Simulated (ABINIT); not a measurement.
An input for ABINIT 10.8.3 (LiBr (Fm-3m)):

```
acell 3*1.0 Angstrom
rprim 
  0.000000000000 2.750650000000 2.750650000000
  2.750650000000 0.000000000000 2.750650000000
  2.750650000000 2.750650000000 0.000000000000
ntypat 2
znucl 3 35
natom 2
typat 1 2
xred 
  0.000000000000 0.000000000000 0.000000000000
  0.500000000000 0.500000000000 0.500000000000
pp_dirpath "pseudos"
pseudos "Li.upf, Br.upf"
ecut 33
ngkpt 4 4 4
nshiftk 1
shiftk 0 0 0
kptopt 1
chksymbreak 0
istwfk *1
occopt 1
irdwfk 1
optdriver 4
nband 225
gwcalctyp 10
ecutsigx 33
symsigma 1
nkptgw 8
kptgw 
  0.0000000000 0.0000000000 0.0000000000
  0.2500000000 0.0000000000 0.0000000000
  0.5000000000 0.0000000000 0.0000000000
  0.2500000000 0.2500000000 0.0000000000
  0.5000000000 0.2500000000 0.0000000000
  -0.2500000000 0.2500000000 0.0000000000
  0.5000000000 0.5000000000 0.0000000000
  -0.2500000000 0.5000000000 0.2500000000
bdgw 
  1 15
  1 15
  1 15
  1 15
  1 15
  1 15
  1 15
  1 15
ecuteps 8.4
irdscr 1
ppmodel 1
irdqps 1
indata_prefix "in"
outdata_prefix "out"
tmpdata_prefix "tmp"
```

```sh
OMP_NUM_THREADS=1 mpirun -n 4 abinit run.abi > log
```

Estimate wall time and host memory on 4 MPI ranks of Arm Neoverse V1, shared host.

It took 11 min; on shared hardware allow 5.7 min to 23 min. Peak host memory was 1.6 GiB.

[Paths, hosts, dates, memory and timing lines, banners, echoed tables and standing remarks are left out of the program output.]

[Logs are printed without paths, hosts, clocks, repeated set-up lines and the standing remarks that a program may print on its own settings, such as how far it seeks lower states.]

[Runs of the session that timed out or met a known fault of the program may be left out.]

[Hosts, paths, dates, database ids (printed as entryN), source tags and the programs' standing remarks are cut or masked in the printed files.]

[G0W0 gaps are taken among the corrected bands and points alone; a level outside them can change the order at an edge.]

[Where Ansatz stands beside ABINIT at settings called matched, ABINIT's density can come from a denser mesh and the files from another edition; pairs whose starting gaps differed by over 0.03 eV were left out, so agreement reads better than it is.]
